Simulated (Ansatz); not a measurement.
We consider zinc-blende ZnTe, described by PBE+SOC (Ansatz, a quantum-chemistry and plane-wave program, PAW).

Settings: plane-wave cutoff 520 eV, 10×10×10 k mesh, Fermi–Dirac smearing 0.01 eV, PAW data made under PBE.

Properties against volume:

```csv
V (Å³/atom),P (GPa),direct gap at Γ (eV)
27.761,3.06,1.082
28.351,1.92,0.983
28.942,0.91,0.887
29.533,0.00,0.796
30.123,-0.81,0.708
30.714,-1.53,0.623
31.305,-2.17,0.543
```

A straight line through the gaps at Γ against ln V gives a volume deformation potential dE_g(Γ)/d ln V of -4.5 eV: the gap at Γ widens under compression.

Measured, for comparison: band gap 2.43 eV (zero-point renormalisation of 40 meV (experimental, the table's column) added back here, direct; inputs from Miglio et al. (2020), arXiv:2011.12765).
